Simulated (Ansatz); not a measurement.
AlRu: moving Ru off its site

AlRu, Pm-3m, a = 3.004 Å. The structure is a COD entry; whether it is the stable form wasn't checked. Ansatz: PBE, PAW, 420 eV, Γ-centred 20×20×20 mesh on 2 atoms, Gaussian smearing 0.15 eV; no spin polarisation.

```yaml
crystal:
  lattice:
    - [3.00408, 0.00000, 0.00000]
    - [0.00000, 3.00408, 0.00000]
    - [0.00000, 0.00000, 3.00408]
  atoms:
    - { symbol: Al, position: [0.00000, 0.00000, 0.00000] }
    - { symbol: Ru, position: [0.50000, 0.50000, 0.50000] }
```

Atom 2 (Ru) moves by x along the unit vector (0.000, 0.000, 1.000), with its periodic images; all else is held. y is the free energy of the cell over the start, F the force along the path summed over the moved atoms. Symmetry makes y even in x.

```tsv
x (Å)	y (meV)	F (eV/Å)
-0.1000	37.03	0.74
-0.0500	9.26	0.37
0.0000	0.00	0.00
0.0125	0.58	-0.09
0.0250	2.32	-0.19
0.0375	?	?
0.0625	14.47	-0.46
0.0750	20.84	-0.56
0.0875	28.36	-0.65
```

Task: Fit y = c2 x² + c4 x⁴ to the energies of the other rows, give the force constant, and predict energy and force of the missing row.

Result: Least squares on the rows shown. y = 3706.1 x² − 297.71 x⁴. The force constant is 2 c2 = 7.41 eV/Å² (for all images moving together, not for a lone atom). With two atoms in a cubic cell this is the optical mode at Γ (in a metal it hangs on mesh and smearing): ω = 521.5 √(2 c2/μ) = 308 cm⁻¹ for μ = 21.30 u. The force −dy/dx at the missing row is -0.28 eV/Å (computed -0.28). At x = 0.0375 the fit asked for gives 5.21 meV. The run gave 5.21 meV, the same to the digits shown.